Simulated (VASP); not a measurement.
Input of a VASP 6.6.1 run:

INCAR

```
SYSTEM = MgTe
  ALGO = Normal
  EDIFF = 1E-6
  ENCUT = 520
  GGA = PE
  ISIF = 2
  ISMEAR = 0
  LASPH = .True.
  LCHARG = .False.
  LREAL = .False.
  LWAVE = .False.
  NBANDS = 16
  NELM = 100
  PREC = Accurate
  SIGMA = 0.1
```

The input KPOINTS:

```
k-points
0
Gamma
  6 6 4
  0 0 0
```

Contents of POSCAR:

```
MgTe
1.0
    4.5400020208      0.0000000000      0.0000000000
   -2.2700010104      3.9317570832      0.0000000000
    0.0000000000      0.0000000000      7.3950000000
Mg Te
2 2
Direct
    0.3333333333      0.6666666667      0.0000000000
    0.6666666667      0.3333333333      0.5000000000
    0.3333333333      0.6666666667      0.3700000000
    0.6666666667      0.3333333333      0.8700000000
```

Potentials or basis: VASP PAW PBE potentials, release 64 (Mg, Te).

Launch:

```sh
$ cat potpaw_PBE.64/Mg/POTCAR potpaw_PBE.64/Te/POTCAR > POTCAR
$ mpirun -np 1 vasp_std > vasp.out
```

**Question.** Predict the largest force.

**Answer.** 0.219 eV/Å.

**Question.** What does it give for the band gap on the k mesh?

**Answer.** 2.53 eV, direct.

**Question.** What does it give for the pressure?

**Answer.** 1.7 GPa.

Forces on the atoms (eV/Å):
```
Mg   0.000  0.000 -0.219
Mg   0.000  0.000 -0.219
Te   0.000  0.000  0.219
Te   0.000  0.000  0.219
```

Caveat: spin-orbit coupling is left out, which moves the levels of the heavy elements. Expect the measured gap to be larger: semilocal functionals such as PBE lack the derivative discontinuity.
